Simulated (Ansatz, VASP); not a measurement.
**Two plane-wave programs on SrO**

```
Sr O
1.0
     4.88751    0.00000    0.00000
     0.00000    4.88751    0.00000
     0.00000    0.00000   30.41690
Sr O
2 2
Direct
  0.00000 0.00000 0.29589
  0.50000 0.50000 0.29589
  0.50000 0.00000 0.30552
  0.00000 0.50000 0.28626
```

Change from the starting cell: species swapped into a sheet of the AgI type.

Alike in both runs: functional PBE; k mesh 4 × 4 × 1; occupations gaussian, width 0.1 eV; no spin polarisation.

Ansatz relaxed the structure, and its values are those at the end. VASP's run is a single point on that final structure, the one shown.

|  | VASP | Ansatz |
| --- | --- | --- |
| version | VASP 6.6.1 | Ansatz 0.2.0 |
| potentials or method | VASP PAW PBE potentials, release 64 (Sr_sv, O) | scalar-relativistic, plane waves, PAW |
| plane-wave cutoff (eV) | 520 | 420 |
| valence electrons in the cell | 32 | 32 |

VASP gave:

* gap on the k mesh at the Fermi level (eV): 1.98
* least direct gap on the mesh (eV): 1.98
* rms of the force components (eV/Å): 0.011

Problem. Which values does Ansatz return?

Solution. gap on the k mesh at the Fermi level (eV): 2.01; least direct gap on the mesh (eV): 2.01; rms of the force components (eV/Å): 0.001.

With one functional, cell and mesh, what is left measures potentials, basis and numerics. Ansatz warned: «slab_cell_height_set».
